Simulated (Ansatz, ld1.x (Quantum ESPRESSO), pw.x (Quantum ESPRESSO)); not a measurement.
**gold (Au) (diamond): variants of one TM potential in the solid**

- Element: gold (Au)
- Generator: ld1.x (Quantum ESPRESSO) 7.5
- Type: norm-conserving Troullier–Martins (Kleinman–Bylander form)
- Functional: PBE
- Relativity: scalar-relativistic
- Frozen core: [Xe] 4f14
- Valence charge: 11
- Reference configuration: 5d10 6s1 6p0
- Partial waves: 6s (bound): rc 2.40 bohr; 5d (bound): rc 1.50 bohr; 6p (bound, empty): rc 3.75 bohr
- Local potential: the p channel
- Core correction: none

Crystal test: diamond Au in pw.x 7.5, no spin, 8³ k-points, Fermi–Dirac smearing 0.01 Ry, cutoffs set for each file from its atomic test. The reference is all-electron LAPW (Ansatz 0.2.0) with the same functional, mesh and smearing; V0 and B0 come from Birch–Murnaghan fits to the pressures at five volumes. Errors are pseudo minus all-electron; Δ is the rms difference of the E(V) curves that follow from these fits, minima aligned, over ±6 % about the mean V0. Mesh and smearing are coarse, so the numbers serve the comparison and aren't converged zero-temperature values; the lattice is a test structure that the element need not adopt.

All-electron: a0 = 6.160 Å (V0 = 29.22 Å³/atom), B0 = 52.6 GPa.

Base: The largest radius (3.75 bohr) exceeds half the bond length (2.52 bohr), so the spheres overlap, which is one possible source of error among others. This is a poor potential for the solid. Atomic configuration tests: 2 of 7 tests not solved or not reliable. The logarithmic derivative shows an extra or strongly shifted pseudo pole above the reference energy (s near 1.52 Ry).

3 further variants are left out: they gave no file fit for a test, a broken result, the same result as the base, or pressures whose basis-set error rivals the error shown.

A dash in a converged row means that the minimum lies outside the volumes sampled.

| change | cutoffs (Ry) | pw.x | a0 (Å) | a0 error (%) | B0 error (%) | Δ (meV/atom) | mean pressure error (GPa) |
| --- | --- | --- | --- | --- | --- | --- | --- |
| base | 100/400 | converged | 6.198 | +0.61 | +2.6 | 6.5 | +1.10 |
| wave 6p (bound): rc 3.75 bohr becomes 6p (bound): rc 3.40 bohr | 100/400 | converged | – | – | – | – | +4.67 |
| all radii scaled by about 1.40 (s 3.36, p 5.26, d 2.10 bohr) | 75/300 | converged | – | – | – | – | -12.12 |
